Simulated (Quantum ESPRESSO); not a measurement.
BAs:

```
As B
1.0
     0.00000    2.38850    2.38850
     2.38850    0.00000    2.38850
     2.38850    2.38850    0.00000
As B
1 1
Direct
  0.75000 0.75000 0.75000
  0.00000 0.00000 0.00000
```

- Program: Quantum ESPRESSO 7.5
- Task: phonons
- Functional: RPBE
- Potentials or basis: PseudoDojo 0.4.1 SR PBE standard
- Cutoff: 1143 eV
- Density cutoff: 4572 eV
- k mesh: 8 × 8 × 8, shifted
- Occupations: fermi-dirac, width 0.05 eV
- Spin: no spin polarisation
- Mixing beta: 0.5
- Most SCF iterations: 120
- SCF threshold: 4e-10 Ry

The first run showed a gap, so the response started from a second, tighter run with fixed occupations.

The run gives a transverse optical frequency of 695 cm⁻¹, an electronic dielectric constant of 9.66 and Born charges of ±0.58 e.

Question: What are the longitudinal frequency and the static dielectric constant?

Answer: The longitudinal mode lies at 700 cm⁻¹, 5 cm⁻¹ over the transverse one, and the static constant is 9.79. The two agree with the Lyddane-Sachs-Teller relation: (700/695)² = 1.01 and 9.79/9.66 = 1.01.

Caveat: the cell is more than 3 GPa from zero pressure, which shifts response properties.
